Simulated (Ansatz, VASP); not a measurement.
Si: VASP beside Ansatz

```
Si
1.0
     2.64920    0.00000    0.00000
    -1.32460    2.29427    0.00000
     0.00000    0.00000    4.54776
Si
2
Direct
  0.33333 0.66667 0.25000
  0.66667 0.33333 0.75000
```

Alike in both runs: functional LDA; k mesh 16 × 16 × 8; occupations fermi-dirac, width 0.1 eV; no spin polarisation.

Ansatz relaxed the structure, and its values are those at the end. VASP's run is a single point on that final structure, the one shown.

|  | VASP | Ansatz |
| --- | --- | --- |
| version | VASP 6.6.1 | Ansatz 0.2.0 |
| potentials or method | VASP PAW LDA potentials, release 64 (Si) | PAW with Ansatz's default frozen-core files, scalar-relativistic |
| plane-wave cutoff (eV) | 520 | 420 |
| valence electrons in the cell | 8 | 8 |

VASP gave:

```
pressure (GPa) : 0.1
```

Question: What did Ansatz give for the same quantities?

Answer: Pressure (GPa): 0.0.
